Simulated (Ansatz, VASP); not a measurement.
# One calculation of MgS, two programs

```
Mg S
1.0
     3.61091    0.00000    0.00000
    -1.80545    3.12714    0.00000
     0.00000    0.00000    3.30526
Mg S
1 1
Direct
  0.99145 0.99070 0.50608
  0.68128 0.33241 0.98364
```

Change from the starting cell: atoms moved at random, drawn with an rms of 0.05 Å.

Alike in both runs: task single point; functional PBE; k mesh 9 × 9 × 8; occupations fermi-dirac, width 0.05 eV; no spin polarisation.

```csv
,VASP,Ansatz
version,VASP 6.6.1,Ansatz 0.2.0
potentials or method,"VASP PAW PBE potentials, release 64 (Mg, S)",Ansatz PAW
plane-wave cutoff (eV),520,420
valence electrons in the cell,8,16
```

VASP gave:

- gap on the k mesh at the Fermi level (eV): 1.27
- least direct gap on the mesh (eV): 2.20
- pressure (GPa): 0.0
- largest component of the traceless stress (GPa): 0.30
- rms of the force components (eV/Å): 0.117

Estimate Ansatz's values.

gap on the k mesh at the Fermi level (eV): 1.29; least direct gap on the mesh (eV): 2.21; pressure (GPa): 0.3; largest component of the traceless stress (GPa): 0.30; rms of the force components (eV/Å): 0.117.

Atom by atom the forces differ by 0.000 eV/Å (rms over components). The two sets of potentials don't hold the same shells in valence.

Caveats: an odd mesh through Γ misses points on the zone boundary, where band edges often lie (VASP); odd divisions of the mesh miss points on the zone boundary, where band edges often lie, so the gap on the mesh can be too wide (Ansatz).
